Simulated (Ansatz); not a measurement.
# Cadmium, beta-Sn type under PBE: structure, energy and stiffness

Aim: take cadmium in the beta-Sn type structure, relax it, solve it on a dense k-mesh, switch on spin-orbit coupling, then scale the cell to 7 volumes from 88 to 112 % of the relaxed one and try a fit of the equation of state. The k-meshes are 12×12×8 for the relaxation; 22×22×10 for the dense run; 13×13×6 for spin-orbit coupling; 15×15×7 for the volumes.

Method: DFT PBE, plane waves (420 eV) with PAW, scalar-relativistic, in Ansatz 0.2.0.

## (1) The starting structure

The structure is tetragonal, space group I4_1/amd (No. 141). Conventional cell: a = 5.496 Å, b = 5.496 Å, c = 3.001 Å, α = 90.00°, β = 90.00°, γ = 90.00°. Cd (site symmetry -4m2) has 6 Cd at 2.85 to 3.00 Å as nearest neighbours.

Coordinates:

```
CELL_PARAMETERS angstrom
-2.74816 2.74816 1.50050
2.74816 -2.74816 1.50050
2.74816 2.74816 -1.50050
ATOMIC_POSITIONS crystal
Cd 0.00000 0.00000 0.00000
Cd 0.75000 0.25000 0.50000
```

## (2) Relaxation of the cell

input.yaml

```yaml
crystal:
  lattice:
    - [-2.7481595039, 2.7481595039, 1.5004950891]
    - [2.7481595039, -2.7481595039, 1.5004950891]
    - [2.7481595039, 2.7481595039, -1.5004950891]
  atoms:
    - { symbol: Cd, position: [0.0, 0.0, 0.0] }
    - { symbol: Cd, position: [0.75, 0.25, 0.5] }
hamiltonian:
  xc: pbe
  pseudopotentials:
    kind: paw
    azcp:
      Cd: "pseudopotentials/Cd.paw.azcp"
basis:
  ecutwfc: 420
  fft_grid_basis: typed
kpoints:
  mp_grid: { grid: [12, 12, 8], shift: [0, 0, 0] }
magnetization:
  spin_polarized: false
scf:
  occupations: { method: fermi_dirac, width: 0.1 }
relax:
  max_steps: 60
  f_tol: 0.01
  cell: {}
```

Run with:

```bash
> ansatz run input.yaml --threads 1 --pin off --max-ram 3584MiB --backend cpu --events-out ev --progress --plain --runs-dir out
```

After this run come: Dense single point; With spin-orbit coupling; The cell scaled to 88 % of its volume; The cell scaled to 92 % of its volume; The cell scaled to 96 % of its volume; The cell scaled to 100 % of its volume; The cell scaled to 104 % of its volume; The cell scaled to 108 % of its volume; The cell scaled to 112 % of its volume.

**Question.** What will these runs give? Wanted: space group; conventional cell; volume; shortest distance; gap on the mesh; V₀, B₀, B₀′.

**Answer**, as computed:

| quantity | value |
| --- | --- |
| space group (spins left aside) | C2/m (No. 12) |
| conventional cell | a = 2.956 Å, b = 5.710 Å, c = 3.124 Å, β = 117.94° |
| volume | 23.290 Å³/atom |
| shortest distance | 2.956 Å |
| gap on the mesh | none (levels filled in part) |
| V₀, B₀, B₀′ | 23.284 Å³/atom, 44 GPa, 5.9 |

**Reading.** From the guessed start the volume grew by 2.8 % in 38 steps. What began as beta-Sn type has relaxed into C2/m. What follows belongs to that structure, not to the type named at the start. The mesh has less symmetry than the lattice, which may have let the distortion in. No gap shows: it is a metal or semimetal at this level. The total energy of the spin-orbit run lies -2.7 eV/atom from the scalar one, but the two kinds of run don't share a zero of energy: only differences within one kind count. B₀ comes out at 44 GPa; letting shape and positions relax at each volume could only lower it.
